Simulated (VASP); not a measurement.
## A vacancy on the Co site in a supercell of CoSn

How easily does a vacancy on the Co site form in CoSn? The host is relaxed first, then a supercell is run with and without the defect. The start is a computed cell from the Materials Project.

Method: PBE, spin-polarised from a ferromagnetic start; plane waves and PAW (Sn, Co), in the first sound run; inputs show where later runs differ, in VASP 6.6.1.

## (1) The host crystal

The structure is hexagonal, space group P6/mmm (No. 191). Conventional cell: a = 5.246 Å, b = 5.246 Å, c = 4.188 Å, α = 90.00°, β = 90.00°, γ = 120.00°. Sn has 6 Co at 2.62 Å nearest. Sn has 6 Co at 2.58 Å nearest. Nearest to Co lie 6 Sn at 2.58 to 2.62 Å and 4 Co at 2.62 Å. Farther neighbours are not listed.

## (2) Relaxing the host crystal

First cell and atoms are relaxed at a raised cutoff, so that later runs start from this functional's own cell.

The input, INCAR:

```
SYSTEM = CoSn
PREC = Accurate
ENCUT = 350
EDIFF = 1E-06
NELM = 120
ISMEAR = 1
SIGMA = 0.15
LREAL = .FALSE.
ALGO = Normal
GGA = PE
NBANDS = 32
ISPIN = 2
MAGMOM = 0 0 0 2 2 2
LASPH = .TRUE.
LMAXMIX = 4
LORBIT = 11
LWAVE = .FALSE.
LCHARG = .FALSE.
KPAR = 4
IBRION = 2
NSW = 40
ISIF = 3
EDIFFG = -0.02
POTIM = 0.4
```

The input, POSCAR:

```
CoSn
1.0
    5.2460399276      0.0000000000      0.0000000000
   -2.6230199638      4.5432038466      0.0000000000
    0.0000000000      0.0000000000      4.1875903000
Sn Co
3 3
Direct
    0.0000000000      0.0000000000      0.0000000000
    0.3333333333      0.6666666667      0.5000000000
    0.6666666667      0.3333333333      0.5000000000
    0.5000000000      0.0000000000      0.0000000000
    0.5000000000      0.5000000000      0.0000000000
    0.0000000000      0.5000000000      0.0000000000
```

The input, KPOINTS:

```
Automatic mesh
0
Gamma
5 5 6
0 0 0
```

PAW data sets: Sn and Co (PBE family, release 64).

Command:

```
$ mpirun -np 4 vasp_std
```

What it wrote:

```text
[banner, memory and clock lines left out]
running    4 mpi-ranks, on    1 nodes
 distrk:  each k-point on    1 cores,    4 groups
 distr:  one band on    1 cores,    1 groups

 POSCAR found type information on POSCAR SnCo
 POSCAR found :  2 types and       6 ions
 LDA part: xc-table for (Slater+PW92), standard interpolation
 POSCAR, INCAR and KPOINTS ok, starting setup
 FFT: planning ... GRIDC
 FFT: planning ... GRID_SOFT
 FFT: planning ... GRID
 WAVECAR not read
 entering main loop
       N       E                     dE             d eps       ncg     rms          rms(c)
DAV:   1     0.199138611106E+03    0.19914E+03   -0.12196E+04  2560   0.900E+02
DAV:   2    -0.243057152218E+02   -0.22344E+03   -0.21029E+03  2640   0.240E+02
DAV:   3    -0.348732219569E+02   -0.10568E+02   -0.10240E+02  3152   0.650E+01
DAV:   4    -0.350345741089E+02   -0.16135E+00   -0.16117E+00  2912   0.800E+00
DAV:   5    -0.350398941730E+02   -0.53201E-02   -0.53199E-02  3896   0.126E+00    0.168E+01
DAV:   6    -0.387879478121E+02   -0.37481E+01   -0.28704E+01  2928   0.723E+01    0.201E+01
DAV:   7    -0.333272669979E+02    0.54607E+01   -0.17270E+01  3064   0.524E+01    0.590E+00
DAV:   8    -0.332219097327E+02    0.10536E+00   -0.15991E+00  3120   0.761E+00    0.259E+00
DAV:   9    -0.332091458257E+02    0.12764E-01   -0.14147E-01  3176   0.398E+00    0.103E+00
DAV:  10    -0.332067370252E+02    0.24088E-02   -0.11397E-02  3424   0.770E-01    0.368E-01
DAV:  11    -0.332056976551E+02    0.10394E-02   -0.23228E-03  3168   0.372E-01    0.129E-01
DAV:  12    -0.332056890579E+02    0.85972E-05   -0.31957E-04  3016   0.135E-01    0.539E-02
DAV:  13    -0.332057264726E+02   -0.37415E-04   -0.97812E-05  3304   0.717E-02    0.266E-02
DAV:  14    -0.332057368135E+02   -0.10341E-04   -0.18680E-05  3320   0.304E-02    0.133E-02
DAV:  15    -0.332057392018E+02   -0.23884E-05   -0.85990E-06  3088   0.246E-02    0.627E-03
DAV:  16    -0.332057394734E+02   -0.27157E-06   -0.23634E-06  2280   0.120E-02
   1 F= -.33205739E+02 E0= -.33207507E+02  d E =-.332057E+02  mag=    -0.0031
 curvature:   0.00 expect dE= 0.000E+00 dE for cont linesearch  0.000E+00
 trial: gam= 0.00000 g(F)=  0.583E-47 g(S)=  0.908E-01 ort = 0.000E+00 (trialstep = 0.100E+01)
 search vector abs. value=  0.908E-01
 bond charge predicted
       N       E                     dE             d eps       ncg     rms          rms(c)
DAV:   1    -0.342483128169E+02   -0.10426E+01   -0.96405E+00  2816   0.363E+01    0.903E+00
DAV:   2    -0.372365301501E+02   -0.29882E+01   -0.28598E+01  2976   0.571E+01    0.160E+01
DAV:   3    -0.332479043744E+02    0.39886E+01   -0.99723E+00  2976   0.385E+01    0.174E+00
DAV:   4    -0.332442808318E+02    0.36235E-02   -0.25413E-01  2608   0.311E+00    0.119E+00
DAV:   5    -0.332235308275E+02    0.20750E-01   -0.17829E-02  3656   0.150E+00    0.197E-01
DAV:   6    -0.332229746543E+02    0.55617E-03   -0.21705E-03  2840   0.298E-01    0.559E-02
DAV:   7    -0.332229869767E+02   -0.12322E-04   -0.16617E-04  3080   0.117E-01    0.268E-02
DAV:   8    -0.332229969643E+02   -0.99876E-05   -0.11253E-05  3592   0.233E-02    0.131E-02
DAV:   9    -0.332229972906E+02   -0.32628E-06   -0.50899E-06  2952   0.282E-02
   2 F= -.33222997E+02 E0= -.33225120E+02  d E =-.172578E-01  mag=    -0.0001
 trial-energy change:   -0.017258  1 .order   -0.019377   -0.090755    0.052001
 step:   0.6146(harm=  0.6357)  dis= 0.00000  next Energy=   -33.233138 (dE=-0.274E-01)
 bond charge predicted
       N       E                     dE             d eps       ncg     rms          rms(c)
DAV:   1    -0.333886237500E+02   -0.16563E+00   -0.14211E+00  2832   0.137E+01    0.362E+00
DAV:   2    -0.338778621613E+02   -0.48924E+00   -0.29389E+00  2976   0.228E+01    0.622E+00
DAV:   3    -0.332352817235E+02    0.64258E+00   -0.14764E+00  2928   0.168E+01    0.499E-01
DAV:   4    -0.332354305632E+02   -0.14884E-03   -0.47367E-02  2640   0.905E-01    0.414E-01
DAV:   5    -0.332332206271E+02    0.22099E-02   -0.36327E-03  3360   0.731E-01    0.631E-02
DAV:   6    -0.332331957211E+02    0.24906E-04   -0.25162E-04  2808   0.127E-01    0.338E-02
DAV:   7    -0.332331899914E+02    0.57298E-05   -0.15565E-05  3888   0.286E-02    0.971E-03
DAV:   8    -0.332331899646E+02    0.26789E-07   -0.24748E-06  2528   0.104E-02
   3 F= -.33233190E+02 E0= -.33235178E+02  d E =-.274505E-01  mag=    -0.0000
 curvature:  -0.32 expect dE=-0.170E-04 dE for cont linesearch -0.165E-04
 trial: gam=-0.02334 g(F)=  0.660E-46 g(S)=  0.537E-04 ort = 0.217E-02 (trialstep = 0.923E+00)
 search vector abs. value=  0.175E-05
 reached required accuracy - stopping structural energy minimisation
```

Wall time 25 s (4 MPI ranks of AMD EPYC 9R45, shared host); peak memory 0.85 GiB; 97 s of CPU time.

Lines that name or quote the potential files are left out of all logs, and their timing lines are given in words.

OUTCAR, selected parts (step 2):

```text
ion  position               nearest neighbor table
   1  0.000  0.000  0.000-   4 2.62   4 2.62   6 2.62   6 2.62   5 2.62   5 2.62   3 3.68   3 3.68
                             2 3.68   2 3.68   2 3.68   3 3.68   2 3.68   3 3.68   2 3.68   3 3.68
   2  0.333  0.667  0.500-   6 2.58   6 2.58   4 2.58   4 2.58   5 2.58   5 2.58   3 3.03   3 3.03
                             3 3.03   1 3.68   1 3.68   1 3.68   1 3.68   1 3.68   1 3.68
   3  0.667  0.333  0.500-   6 2.58   6 2.58   4 2.58   4 2.58   5 2.58   5 2.58   2 3.03   2 3.03
                             2 3.03   1 3.68   1 3.68   1 3.68   1 3.68   1 3.68   1 3.68
   4  0.500  0.000  0.000-   2 2.58   3 2.58   2 2.58   3 2.58   1 2.62   1 2.62   6 2.62   5 2.62
                             5 2.62   6 2.62
   5  0.500  0.500  0.000-   2 2.58   3 2.58   2 2.58   3 2.58   6 2.62   6 2.62   1 2.62   4 2.62
                             4 2.62   1 2.62
   6  0.000  0.500  0.000-   2 2.58   3 2.58   2 2.58   3 2.58   5 2.62   5 2.62   1 2.62   1 2.62
                             4 2.62   4 2.62

  LATTYP: Found a hexagonal cell.
 ALAT       =     5.2460399276
 C/A-ratio  =     0.7982383584

 Subroutine GETGRP returns: Found 24 space group operations
 (whereof 24 operations were pure point group operations)

The static configuration has the point symmetry D_6h.

 Found     20 irreducible k-points:

   k-points           NKPTS =     20   k-points in BZ     NKDIM =     20   number of bands    NBANDS=     32

   dimension x,y,z NGX =    32 NGY =   32 NGZ =   28
   dimension x,y,z NGXF=    64 NGYF=   64 NGZF=   56

   ENCUT  =  350.0 eV  25.72 Ry    5.07 a.u.   8.00  8.00  6.39*2*pi/ulx,y,z

   NELECT =      39.0000    total number of electrons

 k-points in reciprocal lattice and weights: Automatic mesh
   0.00000000  0.00000000  0.00000000       0.007
   0.20000000  0.00000000  0.00000000       0.040
   0.40000000  0.00000000  0.00000000       0.040
   0.20000000  0.20000000  0.00000000       0.040
   0.40000000  0.20000000  0.00000000       0.040
   0.00000000  0.00000000  0.16666667       0.013
   0.20000000  0.00000000  0.16666667       0.080
   0.40000000  0.00000000  0.16666667       0.080
   0.20000000  0.20000000  0.16666667       0.080
[...]
0.20000000  0.20000000  0.50000000       0.040
   0.40000000  0.20000000  0.50000000       0.040

 average (electrostatic) potential at core
       1 -41.4846       2 -41.3129       3 -41.3129       4 -80.2950       5 -80.2950
       6 -80.2950

 E-fermi :   7.6519

 spin component 1
 k-point     1 :       0.0000    0.0000    0.0000
  band No.  band energies     occupation
    ...
     15       7.2317      1.00027
     16       7.2624      1.00074
     17       7.2624      1.00074
     18       7.2901      1.00170
     19       7.2901      1.00170
     20       8.2060     -0.00000
     21       8.2807     -0.00000
     22       9.0477     -0.00000
     23       9.0477     -0.00000
     24      10.6083     -0.00000
    ...

 k-point     2 :       0.2000    0.0000    0.0000
  band No.  band energies     occupation
    ...
     15       7.1271      1.00000
     16       7.2355      1.00031
     17       7.2791      1.00123
     18       7.3702      1.01160
     19       7.5532      0.94451
     20       8.2399     -0.00000
     21       8.7024     -0.00000
     22       9.2615     -0.00000
     23       9.6149     -0.00000
     24      10.9461      0.00000
    ...

 k-point     3 :       0.4000    0.0000    0.0000
  band No.  band energies     occupation
    ...
     14       6.4549      1.00000
     15       6.8528      1.00000
     16       7.0928      1.00000
     17       7.2760      1.00112
     18       7.3246      1.00425
     19       8.3489     -0.00000
     20       8.3905     -0.00000
     21       9.1757     -0.00000
     22       9.9146     -0.00000
     23      10.3662     -0.00000
    ...

 k-point     4 :       0.2000    0.2000    0.0000
  band No.  band energies     occupation
    ...
     14       6.3854      1.00000
     15       6.9868      1.00000
     16       7.0866      1.00000
     17       7.1982      1.00008
     18       7.4332      1.02945
     19       8.1275     -0.00003
     20       8.3521     -0.00000
     21       8.7184     -0.00000
     22      10.1458     -0.00000
     23      10.7078      0.00000
    ...

 k-point     5 :       0.4000    0.2000    0.0000
  band No.  band energies     occupation
    ...
     14       6.6095      1.00000
     15       6.7719      1.00000
     16       6.8641      1.00000
     17       7.1603      1.00002
     18       7.4640      1.03534
     19       8.5130     -0.00000
     20       9.0069     -0.00000
     21       9.0217     -0.00000
     22       9.6039     -0.00000
     23       9.6540     -0.00000
    ...

 k-point     6 :       0.0000    0.0000    0.1667
  band No.  band energies     occupation
    ...
     15       7.2185      1.00017
     16       7.2644      1.00079
     17       7.2644      1.00079
     18       7.2677      1.00087
     19       7.2677      1.00087
     20       8.2063     -0.00000
     21       8.2589     -0.00000
     22       8.6827     -0.00000
     23       8.6827     -0.00000
     24      10.4459     -0.00000
    ...

  Total        0.0587600      0.0587600      0.0380288      0.0000000      0.0000000      0.0000000
  in kB        0.9194144      0.9194144      0.5950350      0.0000000      0.0000000      0.0000000
  external PRESSURE =       0.8112879 kB  Pullay stress =       0.0000000 kB

  energy-cutoff  :      350.00
  volume of cell :      102.40
      direct lattice vectors                 reciprocal lattice vectors
     5.291217977  0.000000000  0.000000000     0.188992403  0.109114815 -0.000000000
    -2.645608989  4.582329185 -0.000000000     0.000000000  0.218229629 -0.000000000
    -0.000000000  0.000000000  4.223174699    -0.000000000 -0.000000000  0.236788689

 POSITION                                       TOTAL-FORCE (eV/Angst)
 -----------------------------------------------------------------------------------
     -2.64561      4.58233     -0.00000        -0.000000      0.000000      0.000000
     -0.00000      3.05489      2.11159        -0.000000      0.000000     -0.000000
      2.64561      1.52744      2.11159         0.000000     -0.000000      0.000000
     -0.00000      4.58233      0.00000        -0.000000     -0.000000      0.000000
      1.32280      2.29116      0.00000        -0.000000     -0.000000      0.000000
     -1.32280      2.29116     -0.00000        -0.000000      0.000000      0.000000
 -----------------------------------------------------------------------------------
    total drift:                               -0.000000      0.000000     -0.000000

  FREE ENERGIE OF THE ION-ELECTRON SYSTEM (eV)
  ---------------------------------------------------
  free  energy   TOTEN  =       -33.2331899646 eV

  energy  without entropy=      -33.2391545808  energy(sigma->0) =      -33.23517817

 reached required accuracy - stopping structural energy minimisation

 total charge
# of ion       s       p       d       tot
------------------------------------------
    1        1.394   1.601   0.219   3.214
    2        1.363   1.825   0.271   3.460
    3        1.363   1.825   0.271   3.460
    4        0.396   0.450   7.454   8.300
    5        0.396   0.450   7.454   8.300
    6        0.396   0.450   7.454   8.300
--------------------------------------------------
tot          5.308   6.600  23.125  35.032

 magnetization (x)
# of ion       s       p       d       tot
------------------------------------------
    1       -0.000   0.000   0.000   0.000
    2        0.000  -0.000  -0.000   0.000
    3        0.000  -0.000  -0.000   0.000
    4       -0.000  -0.000  -0.000  -0.000
    5       -0.000  -0.000  -0.000  -0.000
    6       -0.000  -0.000  -0.000  -0.000
--------------------------------------------------
tot         -0.000   0.000  -0.000  -0.000

[... 6 further parts left out ...]
```

CONTCAR:

```
CoSn
   1.00000000000000
     5.2912179772898345    0.0000000000000000    0.0000000000000000
    -2.6456089886449172    4.5823291853256309   -0.0000000000000000
    -0.0000000000000000    0.0000000000000000    4.2231746987136125
  Sn              Co
     3     3
Direct
     0.0000000000000000    1.0000000000000000    0.0000000000000000
     0.3333333332999970    0.6666666667000030    0.5000000000000000
     0.6666666667000030    0.3333333332999970    0.5000000000000000
     0.5000000000000000    1.0000000000000000    0.0000000000000000
     0.5000000000000000    0.5000000000000000    0.0000000000000000
     0.0000000000000000    0.5000000000000000    0.0000000000000000
```

The moments of the start collapse, so the state is non-magnetic; other starts or orders were not tried. The k-mesh is coarse for a metal. The data set Sn keeps the semicore shell frozen, which is cheaper and a little less accurate. The run keeps the 24 symmetry operations of its start, so it cannot find a distortion of lower symmetry.

The steps of the relaxation:

```tsv
step	energy less that of the first step (eV)	largest force (eV/Å)	pressure (GPa)	volume (Å³)
1	0.0000	0.0000	3.48	99.81
2	-0.0173	0.0000	-1.91	104.04
3	-0.0275	0.0000	0.08	102.40
```

```tsv
conventional cell, symmetrised	before	after	change
a (Å)	5.246	5.291	+0.9 %
b (Å)	5.246	5.291	+0.9 %
c (Å)	4.188	4.223	+0.8 %
volume (Å³/atom)	16.63	17.07	+2.6 %
```

Final coordinates:

```xyz
6
Lattice="5.2912 0.0000 0.0000 -2.6456 4.5823 0.0000 0.0000 0.0000 4.2232" Properties=species:S:1:pos:R:3 pbc="T T T"
Sn    0.0000    0.0000    0.0000
Sn    0.0000    3.0549    2.1116
Sn    2.6456    1.5274    2.1116
Co    2.6456    0.0000    0.0000
Co    1.3228    2.2912    0.0000
Co   -1.3228    2.2912    0.0000
```

This step gave:

- electronic cycles: 33
- electrons: 39
- free energy (TOTEN): -33.23 eV
- energy at zero smearing: -33.24 eV
- Fermi energy: 7.652 eV
- labelled metallic, from the levels on this mesh: yes

The spin moment in the PAW sphere vanishes on all atoms.

The run ended after 3 ionic steps, 0.027 eV below its first step, once forces and stress met EDIFFG = -0.02.

(Part 1 of 5 ends here.)

[Lines on the potential files, build, host, timing and source positions are cut from VASP's logs without a mark.]

[Logs are printed without paths, hosts, clocks, repeated set-up lines and the standing remarks that a program may print on its own settings, such as how far it seeks lower states.]

[Hosts, paths, dates, database ids (printed as entryN), source tags and the programs' standing remarks are cut or masked in the printed files.]

[In band tables of VASP the shares of atoms and orbitals are scaled to a sum of 1 inside the atoms' spheres.]

[Runs that stopped without an error message from VASP are left out.]
